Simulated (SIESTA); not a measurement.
Crystal: TiSi.

```
Ti Si
1.0
     1.81618   -2.11762    0.00000
     1.81618    2.11762    0.00000
     0.00000    0.00000    3.80393
Ti Si
1 1
Cartesian
  1.8162 0.0000 0.0000
  0.0000 0.0000 1.9020
```

The cell comes from a database or a generator and needn't be the stable form of this composition.

Base run:

- Program: SIESTA 5.4.2
- Functional: PBEsol
- Potentials or basis: PseudoDojo 0.4 standard (PBEsol files)
- Basis: DZP (energy shift 0.003 Ry; two zetas on semicore shells)
- Grid cutoff: 800 Ry
- Energy shift: 0.003 Ry
- k mesh: 8 × 8 × 5
- Occupations: fermi-dirac, width 0.05 eV
- Spin: no spin polarisation
- Hubbard terms: Ti d U = 6 eV

Its results: band gap on the k mesh none (metal or under the smearing width); pressure 11.6 GPa.

**Question.** The run is repeated on the same cell with these changes: hubbard terms from Ti d U = 6 eV to none. What comes out?

**Answer.** Band gap on the k mesh none (metal or under the smearing width); pressure -3.6 GPa.

Caveats: the basis of atomic orbitals isn't converged, which shifts pressures, moduli and gaps; U without spin polarisation on a metal has little footing (some runs); the U is typed as a test and isn't derived for this compound (some runs).

Not every run made on this cell is shown here.
